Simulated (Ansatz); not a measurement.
# Two Ansatz runs on Lu

The cell was built from the bcc type and relaxed in the same program, and has space group Im-3m; it needn't be a known or the stable phase.

First run: DFT, PBE, all-electron PAW with datasets made for the crystal, scalar-relativistic (Ansatz 0.2.0).

Command: `ansatz run input.yaml --threads 1 --pin off --max-ram 2048MiB --backend cpu --events-out ev --progress --plain --runs-dir out` The run took 7.2 s on 1 thread of AMD EPYC 9R45 96-Core Processor (Zen 5), on a shared host, peak memory 0.52 GiB.

```yaml
crystal:
  lattice:
    - [-1.9499656895, 1.9499656895, 1.9499656895]
    - [1.9499656895, -1.9499656895, 1.9499656895]
    - [1.9499656895, 1.9499656895, -1.9499656895]
  atoms:
    - { symbol: Lu, position: [0.0, 0.0, 0.0] }
kpoints:
  mp_grid: { grid: [15, 15, 15] }
  band_path:
    path:
      - [0.0, 0.0, 0.0]
      - [0.5, -0.5, 0.5]
      - [0.0, 0.0, 0.5]
      - [0.0, 0.0, 0.0]
      - [0.25, 0.25, 0.25]
      - [0.5, -0.5, 0.5]
      - [0.25, 0.25, 0.25]
      - [0.0, 0.0, 0.5]
    npoints: 8
scf:
  occupations: { method: fermi_dirac, width: 0.08 }
hamiltonian:
  xc: pbe
  pseudopotentials: { kind: all_electron, datasets: crystal }
output:
  forces: true
  stress: true
  eigenvalues: true
  efg: { contact_densities: true }
```

Result: converged; pressure -0.01 GPa; 9 SCF iterations.

No spin–orbit coupling, which matters for the heavy atoms here.

The input is then changed:

```diff
@@ -7,5 +7,5 @@
     - { symbol: Lu, position: [0.0, 0.0, 0.0] }
 kpoints:
-  mp_grid: { grid: [15, 15, 15] }
+  mp_grid: { grid: [22, 22, 22] }
   band_path:
     path:
```

Predict the outcome of the changed run.

It converged; energy at zero smearing -0.1 meV/atom from the first run; pressure 0.00 GPa; 9 SCF iterations.

The results part of its log:

```
SCF 1 converged in 9 iterations: F = -396242.938947 eV  dr2 = 2.96e-9
  Residual-converged pass: ⟨swp⟩=2.1  Hψ=8455  notcnv=0  max |occ|·‖R‖ = 3.7e-6 eV (tolerance 3.7e-6 eV)  dr2=2.96e-9  dr2_onsite=1.98e-8  max |Δocc| = 5.8e-9
  greatest PAW one-centre occupation: 0.998 electrons in one spin orbital (limit 2), on the Lu atom at site 0 (counted from 0), in its partial waves of l = 0
NSCF: frozen V_eff on 57 k-points
SCF converged after 9 iterations
Free energy (F): -396242.938947 eV
Harris-Foulkes:  -396242.938947 eV  (|F-HF|=1.21e-8)
Internal energy: -396242.891817 eV  (E = F + TS)
E sigma→0 (E₀):  -396242.915382 eV
Entropy (-TS):   -0.047130 eV (-47.130 meV/atom)
Past the cutoff: the bands carry plane waves up to 1.75 times it, of which those up to 1.5 times it add -0.001096 eV an atom, each by itself; the spheres take 0.000446 eV an atom off the energy for waves past 1.75 times it
By the cutoff:   a pressure is off by up to 0.007 GPa (1.2 times the spheres' own share and the shells' term, over an atom's volume, and 0.004 GPa: a bound that held against runs at twice the plane waves)
Past the cutoffs: a stress includes 0.0042 GPa for waves and charges beyond them, in addition to the slope of what the spheres take
In the spheres:  the bands' charges fall short by 1.2e-6 e at most (sound up to 1e-3)
Fermi energy:    14.836312 eV
--- Per-component energies (eV) ---
  The terms above E_closure are by the made datasets' own strengths, without shells solved beside the bands.
--- Forces (eV/Å), atoms counted from 1 ---
  atom   1  Lu     0.00000000    -0.00000000    -0.00000000
  max |Σ_I F_I| component: 7.40e-32 eV/Å
--- Stress (GPa, compression-positive) ---
       -0.004598      -0.000000      -0.000000
        0.000000      -0.004598      -0.000000
       -0.000000      -0.000000      -0.004598
  P = ⅓ Tr σ = -0.0046 GPa (-0.046 kbar)
--- PAW observables at the nuclei: V_zz in 10²¹ V/m², potentials from the cell's mean, atoms counted from 1 ---
  atom   1  Lu V_zz =    -0.000000   η = 0.0000   by run symmetry: forbidden
            electrostatic potential = -13868.806428 V   contact ρ = 6961941.155343 e/Å³
--- Band table (eV; the first three rows and the last of 328) ---
  k-point 0: bands = ["-41.5673", "-12.0169", "-12.0169", "-12.0169", "8.7195", "9.6396", "9.6396", "9.6396", "9.7294", "9.7294", "9.7294", "9.7467", "16.9440", "16.9440", "16.9440", "19.1423"]
  k-point 1: bands = ["-41.5667", "-12.0268", "-12.0200", "-12.0169", "8.7791", "9.6402", "9.6406", "9.6408", "9.7283", "9.7289", "9.7290", "9.7450", "16.8975", "16.9236", "17.0039", "19.0642"]
  k-point 2: bands = ["-41.5650", "-12.0556", "-12.0293", "-12.0169", "8.9556", "9.6417", "9.6436", "9.6443", "9.7250", "9.7273", "9.7275", "9.7410", "16.7659", "16.8464", "17.1821", "18.8842"]
  k-point 327: bands = ["-41.5150", "-12.3479", "-12.3479", "-12.3479", "9.6242", "9.6794", "9.6794", "9.6794", "9.7331", "9.7331", "9.7331", "13.3629", "13.3629", "20.4426", "20.4426", "20.4426"]
```
